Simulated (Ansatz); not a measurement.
**NbP: experiment and calculation**

**Measured values to compare with.**

From “Conductance spectra of (Nb, Pb, In)/NbP -- superconductor/Weyl semimetal junctions”, 2019, arxiv:1908.07359, for a bulk crystal of NbP: lattice constant a 3.33544 ± 0.00006 Å; lattice constant c 11.3782 ± 0.0003 Å.

The results are compared with them further down.

Level of theory: DFT PBE, scalar-relativistic, plane waves, PAW (Ansatz).

Cutoff 420 eV; k points 18×18×18 on the computed 4-atom cell (Γ-centred); Gaussian smearing, width 0.10 eV; no spin polarisation.

Relaxed structure, symmetry kept:

```yaml
crystal:
  lattice:
    - [-1.67352, 1.67352, 5.71398]
    - [1.67352, -1.67352, 5.71398]
    - [1.67352, 1.67352, -5.71398]
  atoms:
    - { symbol: Nb, position: [0.75003, 0.75003, 0.00000] }
    - { symbol: Nb, position: [0.50003, 0.00003, 0.50000] }
    - { symbol: P, position: [0.33259, 0.33259, 0.00000] }
    - { symbol: P, position: [0.08259, 0.58259, 0.50000] }
```

| Quantity | Value |
| --- | --- |
| Space group | I4_1md (No. 109) |
| Volume per atom | 16.00 Å³ |
| Formation energy from the elements' standard states (uncorrected) | -1.039 eV/atom |
| Kohn–Sham band gap | none (metal) |
| Density of states at the Fermi level | 0.05 states/eV per cell (so small that it hangs on the mesh: a semimetal, or crossings between mesh points) |
| Löwdin character within 0.5 eV of the Fermi level | Nb 4d 81 %, P 3p 13 % |
| Bader charges (e) | Nb (2 in the cell) 1.15, P (2 in the cell) -1.15 |

Against the measured lattice constant a of NbP, 3.33544 Å (the paper above), the calculated 3.347 Å is off by +0.3 %. 2 values of this kind are on record (3.335 to 3.33544 Å); this one was drawn at random among those near their median, those with a stated uncertainty first. Against the measured lattice constant c of NbP, 11.3782 Å (the paper above), the calculated 11.428 Å is off by +0.4 %. 2 values of this kind are on record (11.3782 to 11.379 Å); this one was drawn at random among those near their median, those with a stated uncertainty first. The calculation is for 0 K without zero-point motion.